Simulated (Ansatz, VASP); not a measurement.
**Two plane-wave programs on CdS (Hawleyite)**

```
CELL_PARAMETERS angstrom
0.00000 2.91650 2.91650
2.91650 0.00000 2.91650
2.91650 2.91650 0.00000
ATOMIC_POSITIONS crystal
Cd 0.00000 0.00000 0.00000
S 0.75000 0.75000 0.75000
```

Alike in both runs: task single point; functional PBE; k mesh 8 × 8 × 8; occupations gaussian, width 0.014 eV; no spin polarisation.

|  | VASP | Ansatz |
| --- | --- | --- |
| version | VASP 6.6.1 | Ansatz 0.2.0 |
| potentials or method | VASP PAW PBE potentials, release 64 (Cd, S) | Ansatz PAW |
| plane-wave cutoff (eV) | 520 | 420 |
| valence electrons in the cell | 18 | 26 |

|  | VASP | Ansatz | Ansatz less VASP |
| --- | --- | --- | --- |
| gap on the k mesh at the Fermi level (eV) | 1.15 | 1.15 | -0.004 |
| least direct gap on the mesh (eV) | 1.15 | 1.15 | -0.004 |
| pressure (GPa) | 3.2 | 2.8 | -0.36 |

With one functional, cell and mesh, what is left measures potentials, basis and numerics. The two sets of potentials don't hold the same shells in valence.

PBE gaps usually lie below the measured ones, often by a third to a half.
